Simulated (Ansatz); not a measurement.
**Na_i (void) in Si3N4 (P6_3/m): charge-transition levels and formation energies**

Wanted: the transition levels of a interstitial in Si3N4 (P6_3/m), from a cell of 126 host atoms with 1 Na put in.

Program: Ansatz 0.2.0. Level of theory: place-levels on PBEsol runs: charge-transition levels and formation energies with image-charge correction and potential alignment at the atomic sites; PAW set soft_1. Results are calculated unless marked as measured.

## 1. Starting point

The cell holds 127 atoms: 54 Si, 72 N and 1 Na. Its edges and angles: a = 13.206 Å, b = 13.206 Å, c = 8.731 Å, α = 90.0°, β = 90.0°, γ = 120.0°. It derives from Si3N4 (space group P6_3/m). Nearest the centre at fractional (0.000, 1.000, 0.667): Na127 at 0.00 Å, N117 at 2.52 Å, N121 at 2.52 Å, N112 at 2.52 Å, N76 at 2.52 Å, N69 at 2.52 Å, N84 at 2.52 Å, Si102 at 2.79 Å.

The host's dielectric constants go in as inputs: (4.29, 4.29, 4.37) for the electrons alone, (8.29, 8.29, 8.25) with the ions, from a response run on this crystal (DFPT, PBEsol) at that run's own cell.

The cell's shortest repeat is 8.7 Å.

## 2. Charge states

A transition level is the Fermi level at which two charge states cost the same, so each charge needs its own total energy, at its own relaxed structure.

Random displacements of about 0.05 Å break the site symmetry at the start, so that the relaxation can reach a distorted minimum if there is one. Forces are taken at one point at (¼, ¼, ¼). The cell holds 1 electron fewer than the neutral one, with a uniform background that keeps it neutral on the whole.

The sampling was tested on the host first: at the k-points planned (1x1x1 shifted 0.25 0.25 0.25) its energy lies 0.000 eV an atom from the dense-mesh value, under the bound of 0.02 eV set for this test; that bounds the host's error, not the defect's.

One of the inputs; charge, spin and start change from state to state.

The input, qp1.relax/input.yaml:

```yaml
crystal:
  lattice:
    - [11.43668588, 6.60297367, 0.0]
    - [-11.43668588, 6.60297367, 0.0]
    - [0.0, 0.0, 2.91025578]
  atoms:
    - { symbol: Si, position: [0.01950046, 0.80655545, 0.75] }
    - { symbol: Si, position: [0.3528338, 0.47322211, 0.75] }
    - { symbol: Si, position: [0.68616713, 0.13988878, 0.75] }
    - { symbol: Si, position: [0.21294502, 0.01950046, 0.25] }
    - { symbol: Si, position: [0.54627835, 0.68616713, 0.25] }
    - { symbol: Si, position: [0.87961168, 0.3528338, 0.25] }
    - { symbol: Si, position: [0.13988878, 0.45372165, 0.25] }
    - { symbol: Si, position: [0.47322211, 0.12038832, 0.25] }
    - { symbol: Si, position: [0.80655545, 0.78705498, 0.25] }
    - { symbol: Si, position: [0.19344455, 0.21294502, 0.75] }
    - { symbol: Si, position: [0.52677789, 0.87961168, 0.75] }
    - { symbol: Si, position: [0.86011122, 0.54627835, 0.75] }
    - { symbol: Si, position: [0.12038832, 0.6471662, 0.75] }
    - { symbol: Si, position: [0.45372165, 0.31383287, 0.75] }
    - { symbol: Si, position: [0.78705498, 0.98049954, 0.75] }
    - { symbol: Si, position: [0.31383287, 0.86011122, 0.25] }
    - { symbol: Si, position: [0.6471662, 0.52677789, 0.25] }
    - { symbol: Si, position: [0.98049954, 0.19344455, 0.25] }
    - { symbol: "N", position: [0.0, 0.66666667, 0.75] }
    - { symbol: "N", position: [0.33333333, 0.33333333, 0.75] }
    - { symbol: "N", position: [0.66666667, 0.0, 0.75] }
    - { symbol: "N", position: [0.0, 0.33333333, 0.25] }
    - { symbol: "N", position: [0.33333333, 0.0, 0.25] }
    - { symbol: "N", position: [0.66666667, 0.66666667, 0.25] }
    - { symbol: "N", position: [0.21345843, 0.45653274, 0.75] }
    - { symbol: "N", position: [0.54679176, 0.12319941, 0.75] }
    - { symbol: "N", position: [0.8801251, 0.78986608, 0.75] }
    - { symbol: "N", position: [0.09025902, 0.8801251, 0.25] }
    - { symbol: "N", position: [0.42359235, 0.54679176, 0.25] }
    - { symbol: "N", position: [0.75692569, 0.21345843, 0.25] }
    - { symbol: "N", position: [0.12319941, 0.57640765, 0.25] }
    - { symbol: "N", position: [0.45653274, 0.24307431, 0.25] }
    - { symbol: "N", position: [0.78986608, 0.90974098, 0.25] }
    - { symbol: "N", position: [0.21013392, 0.09025902, 0.75] }
    - { symbol: "N", position: [0.54346726, 0.75692569, 0.75] }
    - { symbol: "N", position: [0.87680059, 0.42359235, 0.75] }
    - { symbol: "N", position: [0.1198749, 0.21013392, 0.25] }
    - { symbol: "N", position: [0.45320824, 0.87680059, 0.25] }
    - { symbol: "N", position: [0.78654157, 0.54346726, 0.25] }
    - { symbol: "N", position: [0.24307431, 0.78654157, 0.75] }
    - { symbol: "N", position: [0.57640765, 0.45320824, 0.75] }
    - { symbol: "N", position: [0.90974098, 0.1198749, 0.75] }
  supercell: [1, 1, 3]
  defects: [{ interstitial: { symbol: Na, position: [0.0, 1.0, 0.666667] } }]
total_charge: 1
basis:
  ecutwfc: 420
  xc_grid: 2
hamiltonian:
  xc: pbesol
  pseudopotentials: { kind: paw, azcp: { folder: soft_1 }, xc_functional: pbe }
kpoints:
  mp_grid: { grid: [1, 1, 1], shift: [0.25, 0.25, 0.25] }
scf:
  occupations: { method: fixed }
  max_iter: 80
output:
  forces: true
  charged_corrections: { epsilon: [4.29, 4.29, 4.37], static_epsilon: [8.29, 8.29, 8.25] }
relax:
  f_tol: 0.02
  max_steps: 80
  random_displacement: { amplitude: 0.05, seed: 7713 }
checkpoint:
  write: "../qp1.relax.run"
  compress: false
  write_wavefunctions: true
  write_every: 100000
```

Command:

```
> ansatz run input.yaml --threads 4 --pin off --max-ram 15073MiB --backend cpu --events-out ev --progress --plain --runs-dir out
```

The relaxed structure is kept and the sampling changed to a 2×2×2 shifted mesh.

The run of this state that the levels use, under PBEsol:

The input, qp1.point/input.yaml:

```yaml
crystal:
  checkpoint: "../qp1.relax.run"
  host: checkpoint
total_charge: 1
basis:
  ecutwfc: 420
  xc_grid: 2
hamiltonian:
  xc: pbesol
  pseudopotentials: { kind: paw, azcp: { folder: soft_1 }, xc_functional: pbe }
kpoints:
  mp_grid: { grid: [2, 2, 2], shift: [0.5, 0.5, 0.5] }
scf:
  occupations: { method: fermi_dirac, width: 0.01 }
  max_iter: 80
output:
  forces: true
  eigenvalues: true
  charged_corrections:
    epsilon: [4.29, 4.29, 4.37]
    static_epsilon: [8.29, 8.29, 8.25]
    defect_position: [0.0, 1.0, 0.666667]
  eigenstates: { localisation: true }
  populations: true
  band_densities: [{ bands: [v1, v1] }, { bands: [c1, c1] }]
  write_density: true
  write_potential: true
  volumetric_format: npy
checkpoint:
  read: "../qp1.relax.run"
  write: "../qp1.point.run"
  compress: false
  write_wavefunctions: false
  write_every: 100000
```

Relaxations under PBEsol at one point at (¼, ¼, ¼); times on 4 threads of Arm Neoverse V1, shared host:

| charge | moment (μB) | occupations | outcome | steps | largest displacement against the far atoms (Å) | time |
| --- | --- | --- | --- | --- | --- | --- |
| 0 | 1 | fixed | converged | 11 | 0.06 | 11 min |
| +1 | 0 | fixed | converged | 5 | 0.06 | 2.8 min |

Single points under PBEsol at a 2×2×2 shifted mesh; times on 4 threads of Arm Neoverse V1, shared host:

| charge | moment (μB) | occupations | outcome | time |
| --- | --- | --- | --- | --- |
| 0 | 1 | fermi-dirac | converged | 9.1 min |
| +1 | 0 | fermi-dirac | converged | 4.1 min |

Distances (Å) from Na127 to the nearest atoms after relaxation with PBEsol:

| charge | moment (μB) | 1. | 2. | 3. | 4. | 5. | 6. |
| --- | --- | --- | --- | --- | --- | --- | --- |
| 0 | 1 | N 2.48 | N 2.48 | N 2.49 | N 2.49 | N 2.50 | N 2.50 |
| +1 | 0 | N 2.48 | N 2.48 | N 2.48 | N 2.49 | N 2.49 | N 2.49 |

## 3. Placing the levels, PBEsol

A charged cell interacts with its images and the background, and its potential has another zero than the host's. place-levels removes the first by a point-charge model, screened by the static dielectric constant since the ions have relaxed around the charge, and the second by comparing potentials at atoms far from the defect.

The host is a run of the defect-free crystal in the same cutoffs, grids and k-points, so that basis and sampling errors cancel in part in the differences. Its band edges come from a run of the primitive cell that searches the zone for them. The host is run in a cell of 42 atoms on a matching mesh. Chemical potentials are energies per atom of Na (bcc), run with the same functional and cutoff.

The input, levels.point.yaml:

```yaml
host:
  run: host.point.run
  levels_from: { run: edges.point.run }
states: [q0_M1.point.run, qp1.point.run]
geometry_from:
  q0_M1.point.run: q0_M1.relax.run
  qp1.point.run: qp1.relax.run
  host.point.run: host.relax.run
chemical_potentials:
  Na:
    energy: -1475.868459
    dataset: <sha256 of the dataset>
epsilon: [4.29, 4.29, 4.37]
static_epsilon: [8.29, 8.29, 8.25]
vertical:
  - { from: qp1.point.run, to: qp1.point_neutral.run }
```

Command:

```
> ansatz place-levels levels.point.yaml -- --threads 4 --pin off --max-ram 15073MiB
```

Numbers of over 12 decimals in the logs are rounded to 6 here.

The program printed:

```text
[... repeated set-up lines and file paths are left out, and long positions are rounded to six places ...]
(+1/0) 4.223 eV above the valence edge (+4.293 eV without the band-filling correction), in the conduction band
formation energy of charge +1: -1.753 eV with the Fermi level at the valence edge
formation energy of charge 0: +2.470 eV with the Fermi level at the valence edge
vertical +1 to 0: no energy, since no alignment is typed
  the change from vertical[0].from (qp1.point.run) to vertical[0].to (qp1.point_neutral.run): by its potential at epsilon [4.29, 4.29, 4.37] it stands at 0.002 1.000 0.664, with an rms radius of about 6.6 Å (3.9 3.9 3.7 Å across the planes of the cell's [...]
  edges by pbesol of host.levels_from (edges.point.run), its mesh sampled to repeats of 26.19 Å (the valence edge +0.130 eV and the conduction edge -0.336 eV from those of the host's own run), gap 4.186 eV; the host is sampled to repeats of 26.41 Å
  the defect's cells are sampled to repeats of 26.41 Å, like sampling
  charge +1: -62450.1319 eV with its correction of +0.331 eV, at epsilon [8.29, 8.29, 8.25], aligned at sites: +0.1123 eV, mean over 102 atomic sites at or beyond 4.37 Å from the defect at [0.0000, 1.0000, 0.6667], with +0.016888 for the charge's moments and [...]
  charge 0: +0.000 eV for its dipole among its images, +0.000 omitted
  states[0] (q0_M1.point.run): levels filled in part (TS 0.003 eV): its energy is of no whole electron's
  of states[1] (qp1.point.run): how wide its charge is, is not read beside other atoms or cores, and a band state would take no correction. [...]
  of states[0] (q0_M1.point.run): a band-filling correction moves a carrier to the host's band edge, which changes its energy by -0.069 eV
  of vertical[0].from (qp1.point.run): it parts from the run at its places by a charge that spreads by about 3.7 Å along one vector (1.5 Å or more is wide), by its potential at epsilon [4.29, 4.29, 4.37], taken for that of held ions (one typed too small [...]
  vertical[0].to (qp1.point_neutral.run): levels filled in part (TS 0.005 eV): its energy is of no whole electron's
```

Elapsed: 0.34 s, on 4 threads of Arm Neoverse V1, shared host.

Levels between the charges placed, in eV above the valence top:

|  | gap (eV) | (+1/0) |
| --- | --- | --- |
| PBEsol | 4.19 | 4.22 |

Corrections by state:

| charge | moment (μB) | image terms and alignment (eV) | band filling (eV) | ε used | over the lowest of its charge, as the program ranks them, band filling apart (eV) |
| --- | --- | --- | --- | --- | --- |
| +1 | 0.0 | 0.331 | - | principal values (8.25, 8.29, 8.29) | 0.000 |
| 0 | 1.0 | 0.000 | -0.069 | - | 0.000 |

The charged structures listed were also run neutral, and place-levels reads from each pair, by the potential or the spins, how wide the charge is by which they differ; that can be the carrier of either run.

| charge | rms radius (Å) | spread where it is widest against the cell (Å) | wide from (Å) | reading |
| --- | --- | --- | --- | --- |
| +1 | 6.6 | 3.73 | 1.51 | wide |

The neutral runs of these pairs need not share the spin of the lowest neutral state, and very wide values only mean spread over the cell.

From the program's caveats on the states, each cut to its opening words:

- charge +1: how wide its charge is, is not read beside other atoms or cores, and a band state would take no correction
- charge 0 (1 μB): a band-filling correction moves a carrier to the host's band edge, which changes its energy by -0.069 eV

The host's formation energy from the elements is -1.218 eV per atom; it sets how far the chemical potentials can move.

Formation energies (eV), N-rich (Δμ(N) = 0.00 eV, Δμ(Si) = -2.84 eV, Δμ(Na) = 0.00 eV):

| charge | Fermi level at the valence top | at the conduction bottom |
| --- | --- | --- |
| +1 | -1.75 | 2.43 |
| 0 | 2.47 | 2.47 |

Formation energies (eV), Si-rich (Δμ(Si) = 0.00 eV, Δμ(N) = -2.13 eV, Δμ(Na) = 0.00 eV):

| charge | Fermi level at the valence top | at the conduction bottom |
| --- | --- | --- |
| +1 | -1.75 | 2.43 |
| 0 | 2.47 | 2.47 |

## 4. Effect of the sampling

The relaxations' own energies give the levels at their sampling, for comparison.

The input, levels.relax_mesh.yaml:

```yaml
host:
  run: host.relax.run
  levels_from: { run: edges.relax.run }
states: [q0_M1.relax.run, qp1.relax.run]
chemical_potentials:
  Na:
    energy: -1475.868459
    dataset: <sha256 of the dataset>
```

Command:

```
> ansatz place-levels levels.relax_mesh.yaml -- --threads 4 --pin off --max-ram 15073MiB
```

The program printed:

```text
[...]
formation energy of charge +1: -1.753 eV with the Fermi level at the valence edge
formation energy of charge 0: +2.468 eV with the Fermi level at the valence edge
  edges by pbesol of host.levels_from (edges.relax.run), its mesh sampled to repeats of 26.19 Å (the valence edge +0.231 eV and the conduction edge -0.359 eV from those of the host's own run), gap 4.186 eV; the host is sampled to repeats of 15.83 Å
[... the lines on each state left out ...]
```

The job ended after 0.15 s (4 threads).

Levels between neighbouring charges, in eV above the valence top:

|  | gap (eV) | (+1/0) |
| --- | --- | --- |
| one point at (¼, ¼, ¼) | 4.19 | 4.22 |
| a 2×2×2 shifted mesh | 4.19 | 4.22 |

Going from one point at (¼, ¼, ¼) to a 2×2×2 shifted mesh moves formation energies against the elements by up to 0.00 eV; band-filling terms, which differ between samplings, are in these energies.

## 5. Summary of results

| Quantity | Value |
| --- | --- |
| gap of the host | 4.19 eV (PBEsol) |
| level (plus 1/0) | 4.22 eV above the valence top, past the conduction bottom (4.29 eV above the valence top without the band-filling term) |
| lowest of the charges placed, just above the valence top (0.02 eV) | +1 |
| lowest of the charges placed, just below the conduction bottom (0.02 eV) | +1 |
| lowest formation energy at mid-gap of the charges run, N-rich | 0.34 eV |
| lowest formation energy at mid-gap of the charges run, Si-rich | 0.34 eV |

What this shows: Of the charges placed (0 and +1), +1 is the lowest from 0.02 eV above the valence top to 0.02 eV below the conduction bottom, a gap of 4.19 eV. Charges above +1 and below 0 were not placed, so these runs say nothing of levels that involve them. States placed: +1 at 0 μB; 0 at 1 μB. Other spin states or structures, where not listed, weren't placed. The program finds carriers beyond a band edge of the host and adds a band-filling term at charge 0 (-0.07 eV); steps to such a charge show no bound level, and a defect level inside a band would be read the same way. Na is taken at its element; compounds, which aren't counted here, bound the chemical potentials and would shift these formation energies. Going from one point at (¼, ¼, ¼) to a 2×2×2 shifted mesh moves formation energies against the elements by up to 0.00 eV; band-filling terms, which differ between samplings, are in these energies. Keep in mind: the images are only 8.7 Å apart; PBEsol makes the gap too small and tends to spread out bound carriers; where a gas molecule sets a chemical potential or the host's formation energy, its binding is uncorrected; force components of up to 0.17 eV/Å remain in a run at the final settings.

[Logs are printed without paths, hosts, clocks, repeated set-up lines and the standing remarks that a program may print on its own settings, such as how far it seeks lower states.]

[Hosts, paths, dates, database ids (printed as entryN), source tags and the programs' standing remarks are cut or masked in the printed files.]

[Where a table of states has a column of steps, it counts the stored structures, which are thinned; the runs took as many ionic steps or more.]

[A defect's name tells the site on which it was built; relaxed atoms can leave that site.]

[For some hosts the program warned that the k-mesh of the response run may be too coarse for force constants and the static dielectric constant; such warnings are not shown here.]
